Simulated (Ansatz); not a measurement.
# FeGe (P6/mmm) in Ansatz: band structure with PBEsol

Aim: the band structure of FeGe with PBEsol.

All numbers are computed with Ansatz 0.2.0; they aren't measurements. Logs are shortened: lines on timing, memory, paths and dates and some standing lists are left out, and cuts for length are marked.

## 1. Starting point

The structure is hexagonal, space group P6/mmm (No. 191). Conventional cell: a = 4.998 Å, b = 4.998 Å, c = 4.116 Å, α = 90.00°, β = 90.00°, γ = 120.00°. Around Ge (site symmetry -6m2) lie 6 Fe at 2.51 Å and 3 Ge at 2.89 Å. Ge (site symmetry 6/mmm) is surrounded by 6 Fe at 2.50 Å. Around Fe (site symmetry mmm) lie 6 Ge at 2.50 to 2.51 Å and 4 Fe at 2.50 Å.

The cell is a database's computed one.

## 2. Band structure, PBEsol, collinear spin, ferromagnetic start

Input file input.yaml:

```yaml
crystal:
  lattice:
    - [4.9976023358, 0.0, 0.0]
    - [-2.4988011679, 4.3280505808, 0.0]
    - [0.0, 0.0, 4.11576135]
  atoms:
    - { symbol: Ge, position: [0.6666666667, 0.3333333333, 0.5] }
    - { symbol: Ge, position: [0.3333333333, 0.6666666667, 0.5] }
    - { symbol: Ge, position: [0.0, 0.0, 0.0] }
    - { symbol: Fe, position: [0.0, 0.5, 0.0], spin: 3.0 }
    - { symbol: Fe, position: [0.5, 0.5, 0.0], spin: 3.0 }
    - { symbol: Fe, position: [0.5, 0.0, 0.0], spin: 3.0 }
hamiltonian:
  xc: pbesol
  pseudopotentials: { kind: paw }
magnetization:
  spin_polarized: true
kpoints:
  mp_grid: { grid: [6, 6, 7] }
  band_path:
    path:
      - [[0.0, 0.0, 0.0], [0.5, 0.0, 0.0], [0.3333333333, 0.3333333333, 0.0], [0.0, 0.0, 0.0], [0.0, 0.0, 0.5], [0.5, 0.0, 0.5], [0.3333333333, 0.3333333333, 0.5], [0.0, 0.0, 0.5]]
      - [[0.5, 0.0, 0.5], [0.5, 0.0, 0.0]]
      - [[0.3333333333, 0.3333333333, 0.0], [0.3333333333, 0.3333333333, 0.5]]
    npoints: 14
scf:
  occupations: { method: fermi_dirac, width: 0.05 }
  n_extra_bands: 15
output:
  forces: true
  stress: true
  eigenvalues: true
  fatbands: true
```

Potentials or basis: Ansatz PAW.

On the command line:

```
ansatz run input.yaml --threads 2 --pin off --max-ram 5632MiB --backend cpu --events-out ev --progress --plain --runs-dir out
```

Output:

```text
Warning: RAYON_NUM_THREADS=2 ignored (pool sized by the plan → 2); use --threads N
scf.n_extra_bands = 15 over 45 filled bands (N_el = 90.0): the run solves 60 bands
Engine: ansatz 0.2.0, aarch64-unknown-linux-gnu
Pseudopotentials: kind: paw
Pseudopotential: Ge, paw, valence charge 14, recommended cutoff 420 eV (normal), Ge.paw.azcp
Pseudopotential: Fe, paw, valence charge 16, recommended cutoff 420 eV (normal), Fe.paw.azcp
Functional definition: PBEsol
  exchange = pbesol_x
  correlation = pbesol_c
Crystal: 6 atoms, lattice volume = 89.023 Å³
Basis set: ecut = 420 eV, 1699 PW (Γ), exchange–correlation on 72×72×60 points (8 copies of the dense FFT grid, shifted against one another)
Bands: 60, of which v1, the nominal top of the filled ones, is band 45 counted from 1 (44 counted from 0)
Symmetry: 24 space group operations
Space group: P6/mmm (ITA 191), of the structure as read, at distance tolerance 4.5e-5 Å
Magnetic group: BNS 191.233 (UNI 1463), of the structure as read, at distance tolerance 4.5e-5 Å
k-points: 28 of 252
Non-local potential: Ge, projectors of the file, l = 0: 2, l = 1: 2, l = 2: 3, l = 3: 1
Non-local potential: Fe, projectors of the file, l = 0: 3, l = 1: 2, l = 2: 3, l = 3: 1
PAW form: soft (Blöchl's): semilocal exchange-correlation on the pseudo side does not see the compensation charge
PAW frozen core: Ge, regenerated for the run's functional, and the local potential with it (the file was generated under x = pbe(κ = 0.804, μ = 0.2195149727645171), c = pbe(β = 0.06672455060314922))
PAW frozen core: Fe, regenerated for the run's functional, and the local potential with it (the file was generated under x = pbe(κ = 0.804, μ = 0.2195149727645171), c = pbe(β = 0.06672455060314922))
PAW one-centre angular grid: Ge, 590 points (default); XC on 64 Gauss nodes
PAW one-centre angular grid: Fe, 590 points (default); XC on 64 Gauss nodes
Initial density: superposition of atomic densities (chi_scale 0.1, normalization cell)
[... 24 lines left out ...]
NSCF: frozen V_eff on 129 k-points
SCF converged after 16 iterations
Magnetization: 4.2616 μB (47.1308 up, 42.8692 down)
Absolute magnetization: 4.9118 μB (∫|ρ↑−ρ↓|, with the PAW one-centre terms)
Spin contamination: 0.1212 ħ² per cell (⟨S²⟩ above its minimum at these occupations)
Per-site moments (μB) at R_I (Å): [(-0.043850430191439894, 1.0366978223869583), (-0.04385043019144019, 1.0366978223869583), (-0.06833886740462776, 1.0307554817569342), (1.501739183681624, 1.0307554817569342), (1.501739183681625, 1.0307554817569342), (1.5017391836816223, 1.0307554817569342)]
Free energy (F): -26108.008465 eV
Harris-Foulkes:  -26108.008465 eV  (|F-HF|=4.81e-9)
Internal energy: -26107.969988 eV  (E = F + TS)
E sigma→0 (E₀):  -26107.989227 eV
Entropy (-TS):   -0.038476 eV (-6.413 meV/atom)
Fermi energy:    14.173282 eV
--- Per-component energies (eV) ---
  E_band       = -1076.302462
  E_kinetic    = 1394.149422
  E_local      = -14368.482496  (includes V_loc(G=0)·N_el)
  E_nonlocal   = 1916.782361
  E_hartree    = 6231.935432
  E_xc         = -578.149572
  E_vxc        = -651.129816  (∫ρ·V_xc dr)
  E_paw        = -9941.694785  (= ΣΔE_a)
  E_vpaw       = -1831.504047  (= ΣTr[D̂ρ^β])
  E_aug_tail   = 0.003392  (compensation charges beyond the density's cutoff)
  E_ewald      = -10765.805157
  E_core_change = 3.291414  (= ΣΔE_core)
  E_smearing   = -0.038476  (= −TS)
  E_closure    = -0.000000  (closes the sum)
  Σ components = -26108.008465   (vs F -26108.008465, Δ=0.00e0)
--- Forces (eV/Å), atoms counted from 1 ---
  atom   1  Ge     0.00000000    -0.00000000     0.00000000
  atom   2  Ge     0.00000000     0.00000000     0.00000000
  atom   3  Ge    -0.00000000     0.00000000     0.00000000
  atom   4  Fe     0.00000000     0.00000000     0.00000000
  atom   5  Fe     0.00000000    -0.00000000     0.00000000
  atom   6  Fe     0.00000000     0.00000000     0.00000000
  max |Σ_I F_I| component: 7.89e-30 eV/Å
--- Stress (GPa, compression-positive) ---
       -9.953096       0.000000       0.000000
        0.000000      -9.953096       0.000000
        0.000000       0.000000     -10.636225
  P = ⅓ Tr σ = -10.1808 GPa (-101.808 kbar)
--- Band table (eV; the first three rows and the last of 56) ---
  k-point 0 ↑: bands = ["-73.4738", "-73.4304", "-73.4304", "-39.9043", "-39.7521", "-39.7521", "-39.6148", "-39.5798", "-39.5750", "-39.5750", "-39.5644", "-39.5644", "-10.7618", "-10.6891", "-10.6891", "-10.5947", "-10.5947", "-10.5680", "-10.5680", "-10.5525", "-10.5525", "-10.5189", "-10.5189", "-10.5071", "-10.4918", "-10.4918", "-10.4522", "1.7946", "5.6688", "7.6344", "9.3015", "9.4960", "9.4960", "9.7035", "10.9583", "11.0499", "11.0499", "11.2111", "11.2111", "11.4042", "11.4042", "12.6965", "12.6965", "12.9141", "12.9568", "12.9568", "13.9229", "14.3699", "15.3868", "15.3868", "16.8808", "17.1869", "18.3562", "18.3562", "19.2983", "20.1623", "20.9989", "20.9989", "22.5100", "23.7412"]
  k-point 1 ↑: bands = ["-73.4738", "-73.4304", "-73.4304", "-39.9042", "-39.7521", "-39.7521", "-39.6150", "-39.5798", "-39.5751", "-39.5751", "-39.5644", "-39.5644", "-10.7612", "-10.6894", "-10.6894", "-10.5944", "-10.5944", "-10.5689", "-10.5689", "-10.5524", "-10.5524", "-10.5196", "-10.5196", "-10.5054", "-10.4913", "-10.4913", "-10.4526", "1.9673", "5.5637", "7.3775", "9.1669", "9.6800", "9.6800", "9.7661", "10.9936", "10.9936", "11.0449", "11.0664", "11.0664", "11.6790", "11.6790", "12.6971", "12.6971", "12.9070", "12.9430", "12.9430", "13.9995", "14.3700", "15.0280", "15.0280", "16.3078", "17.6020", "18.0174", "18.1005", "18.1005", "20.2288", "20.2288", "22.0427", "23.5361", "24.3587"]
  k-point 2 ↑: bands = ["-73.4737", "-73.4304", "-73.4304", "-39.9041", "-39.7521", "-39.7521", "-39.6155", "-39.5798", "-39.5752", "-39.5752", "-39.5644", "-39.5644", "-10.7598", "-10.6901", "-10.6901", "-10.5936", "-10.5936", "-10.5709", "-10.5709", "-10.5519", "-10.5519", "-10.5209", "-10.5209", "-10.5017", "-10.4902", "-10.4902", "-10.4532", "2.4691", "5.1294", "7.0008", "8.3930", "10.1754", "10.1754", "10.7446", "10.7834", "10.7834", "11.1316", "11.1474", "11.1474", "12.0332", "12.0332", "12.6961", "12.6961", "12.8911", "12.9129", "12.9129", "13.9803", "14.0664", "14.0664", "14.3701", "15.4098", "15.7684", "17.5490", "17.5490", "19.4451", "19.4451", "20.1286", "24.3708", "24.8862", "24.8862"]
  k-point 27 ↓: bands = ["-71.7450", "-71.7450", "-71.7221", "-38.0985", "-38.0985", "-38.0667", "-37.9800", "-37.9800", "-37.9222", "-37.9200", "-37.9200", "-37.8981", "-10.7650", "-10.7043", "-10.7043", "-10.6337", "-10.5893", "-10.5893", "-10.5816", "-10.5816", "-10.5417", "-10.5277", "-10.5190", "-10.5190", "-10.4971", "-10.4819", "-10.4819", "4.8915", "4.8915", "5.2213", "8.3934", "8.3934", "8.8525", "11.1722", "11.1722", "12.0848", "12.0848", "12.1661", "12.9792", "12.9792", "13.3163", "13.6356", "13.6356", "13.9825", "14.2377", "14.2377", "14.2452", "14.9486", "15.6450", "17.1665", "17.1665", "18.3939", "18.3939", "19.1854", "20.8158", "23.5549", "23.6428", "23.6428", "24.2711", "24.2711"]
```

bands.tsv:

```text
[... 151 lines left out ...]
```

Run time: 48 s. Hardware: 2 threads of Arm Neoverse V1, shared host; peak memory 0.8 GiB.

Results:

```yaml
Free_energy: -26108.0085 eV
Pressure: -10.2 GPa
Band_gap_on_the_k_mesh: none (metal or under the smearing width)
Net_moment: 4.26 μB per cell
Absolute_moment: 4.91 μB per cell
Site_moments: Ge -0.04, -0.07; Fe +1.50 μB
```

Stress tensor (GPa, compression positive):
```
 -9.95   0.00   0.00
  0.00  -9.95   0.00
  0.00   0.00 -10.64
```

Levels at the corners of the path, in eV from the Fermi level:
Spin up:
| point | band 45 | band 46 | band 47 | band 48 | band 49 | band 50 | band 51 | band 52 |
| --- | --- | --- | --- | --- | --- | --- | --- | --- |
| Γ | -1.22 | -1.22 | -0.25 | 0.20 | 1.21 | 1.21 | 2.71 | 3.01 |
| M | -1.23 | 0.44 | 0.45 | 0.88 | 1.37 | 1.65 | 2.90 | 3.51 |
| K | -1.06 | 0.56 | 0.79 | 0.79 | 1.38 | 1.38 | 1.93 | 2.82 |
| Γ | -1.22 | -1.22 | -0.25 | 0.20 | 1.21 | 1.21 | 2.71 | 3.01 |
| A | -1.37 | -1.30 | -1.29 | -1.29 | -0.42 | -0.15 | 0.20 | 0.75 |
| L | -1.29 | -1.28 | -1.19 | -1.04 | -0.02 | 1.03 | 3.15 | 4.25 |
| H | -1.53 | -1.53 | -1.25 | -1.01 | 1.11 | 2.63 | 2.63 | 3.27 |
| A | -1.37 | -1.30 | -1.29 | -1.29 | -0.42 | -0.15 | 0.20 | 0.75 |
| L | -1.29 | -1.28 | -1.19 | -1.04 | -0.02 | 1.03 | 3.15 | 4.25 |
| M | -1.23 | 0.44 | 0.45 | 0.88 | 1.37 | 1.65 | 2.90 | 3.51 |
| K | -1.06 | 0.56 | 0.79 | 0.79 | 1.38 | 1.38 | 1.93 | 2.82 |
| H | -1.53 | -1.53 | -1.25 | -1.01 | 1.11 | 2.63 | 2.63 | 3.27 |
Spin down:
```
point  band 40  band 41  band 42  band 43  band 44  band 45  band 46  band 47
    Γ    -1.41    -1.41     0.26     0.26     0.40     0.54     0.54     0.99
    M    -1.55    -0.77    -0.38    -0.33     0.23     0.51     1.38     1.44
    K    -0.90    -0.90    -0.49    -0.49     0.18     0.71     1.42     1.47
    Γ    -1.41    -1.41     0.26     0.26     0.40     0.54     0.54     0.99
    A    -1.85    -1.85    -0.51    -0.51    -0.49     0.32     0.32     0.35
    L    -0.93    -0.93    -0.90    -0.53    -0.39     0.05     0.24     0.37
    H    -1.22    -0.54    -0.53    -0.53    -0.23    -0.21     0.02     0.02
    A    -1.85    -1.85    -0.51    -0.51    -0.49     0.32     0.32     0.35
    L    -0.93    -0.93    -0.90    -0.53    -0.39     0.05     0.24     0.37
    M    -1.55    -0.77    -0.38    -0.33     0.23     0.51     1.38     1.44
    K    -0.90    -0.90    -0.49    -0.49     0.18     0.71     1.42     1.47
    H    -1.22    -0.54    -0.53    -0.53    -0.23    -0.21     0.02     0.02
```

Caveat: the PAW data sets come from PBE, with cores solved anew for the run's functional, which leaves a small shift of forces and pressure.

## 3. For comparison

An earlier run on the cell as given: functional PBEsol; potentials or basis Ansatz PAW; cutoff 420 eV (not typed: the program's choice for these potentials); k mesh 6 × 6 × 7; occupations fermi-dirac, width 0.05 eV; collinear spin, ferromagnetic start; starting moments [0.0, 0.0, 0.0, 3.0, 3.0, 3.0] μB.

* Pressure: -10.2 GPa
* Band gap on the k mesh: none (metal or under the smearing width)
* Net moment: 4.26 μB per cell
* Absolute moment: 4.91 μB per cell
* Site moments: Ge -0.04, -0.07; Fe +1.50 μB
